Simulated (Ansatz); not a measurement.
# SnSe2 in Ansatz: the effect of functional

The system is SnSe2.

```
CELL_PARAMETERS angstrom
3.86115 0.00000 0.00000
-1.93058 3.34385 0.00000
0.00000 0.00000 6.21675
ATOMIC_POSITIONS crystal
Sn 0.00000 0.00000 0.00000
Se 0.66667 0.33333 0.75100
Se 0.33333 0.66667 0.24900
```

The cell isn't the ideal one: volume scaled by 1.04.

Alike in all runs:

- Program: Ansatz 0.2.0
- Task: single point
- Potentials or basis: Ansatz PAW
- k mesh: 8 × 8 × 5
- Occupations: fermi-dirac, width 0.05 eV
- Spin: no spin polarisation

| functional | cutoff | gap on the mesh (eV) | pressure (GPa) | largest force (eV/Å) |
| --- | --- | --- | --- | --- |
| LDA | 420 eV (not typed: the program's choice for these potentials) | 0.62 | -1.8 | 0.12 |
| r2SCAN | 500 eV (not typed: the program's choice for these potentials) | ? | ? | ? |
| PBE | 420 eV (not typed: the program's choice for these potentials) | 0.76 | 2.6 | 0.41 |

Question: What does the run with functional r2SCAN give?

Answer: gap on the mesh 1.03 eV; pressure 0.6 GPa; largest force 0.15 eV/Å.

Caveats: odd divisions of the mesh miss points on the zone boundary, where band edges often lie, so the gap on the mesh can be too wide; spin-orbit coupling is left out, which moves the levels of the heavy elements; the PAW data sets come from PBE, with cores solved anew for the run's functional, which leaves a small shift of forces and pressure (some runs); this functional lacks dispersion, which binds the layers, so the pressure and a relaxed spacing across them are unreliable (some runs).

A k mesh can miss the band edges.
